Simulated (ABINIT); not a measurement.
The system is Be.

```
CELL_PARAMETERS angstrom
2.28530 0.00000 0.00000
-1.14265 1.97913 0.00000
0.00000 0.00000 3.58420
ATOMIC_POSITIONS crystal
Be 0.66667 0.33333 0.75000
Be 0.33333 0.66667 0.25000
```

Base run:

* Program: ABINIT 10.8.3 (patched build)
* Functional: LDA
* Potentials or basis: JTH PAW PBE v2.0
* Cutoff: 626 eV
* k mesh: 13 × 13 × 8
* Occupations: fermi-dirac, width 0.05 eV
* Spin: no spin polarisation

Its results: band gap on the k mesh none (metal or under the smearing width); pressure -8.6 GPa.

Q: After a change of settings the same cell gave: band gap on the k mesh none (metal or under the smearing width); pressure -0.7 GPa. Which change was it?
A. functional from LDA to r2SCAN
B. functional from LDA to PW91
C. functional from LDA to revPBE
D. functional from LDA to WC

A: C.

revPBE binds less tightly than LDA, so the same cell stands under more pressure.

Caveats: the PAW data sets were made with another functional, which shifts forces and pressure a little.

Runs at the PBE level aren't shown here.
